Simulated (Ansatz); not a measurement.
Runs of Ansatz 0.2.0 on SrO. It takes space group Fm-3m (No. 225, cubic). Conventional cell: a = 5.133 Å, b = 5.133 Å, c = 5.133 Å, α = 90.00°, β = 90.00°, γ = 90.00°. Sr (site symmetry m-3m) has 6 O at 2.57 Å as nearest neighbours. O (site symmetry m-3m) is surrounded by 6 Sr at 2.57 Å. 

```csv
level,gap on the mesh (eV),pressure (GPa)
LDA,(b),-3.8
RPBE,3.49,(a)
PBEsol,3.26,-0.5
BLYP,3.51,6.2
revPBE,3.46,5.6
```

Alike in all rows: task band structure; potentials or basis all-electron LAPW, scalar-relativistic; no spin polarisation; cell as given; k mesh 9 × 9 × 9; cutoff (eV) 217; smearing fermi-dirac 0.05 eV; basis error allowed 0.001 eV/atom.

Question: Estimate the missing entries.

Answer: (a) 6.4; (b) 3.21.

A k mesh can miss the band edges, and the runs leave out spin-orbit coupling on Sr.

Runs at the PBE level aren't shown here.
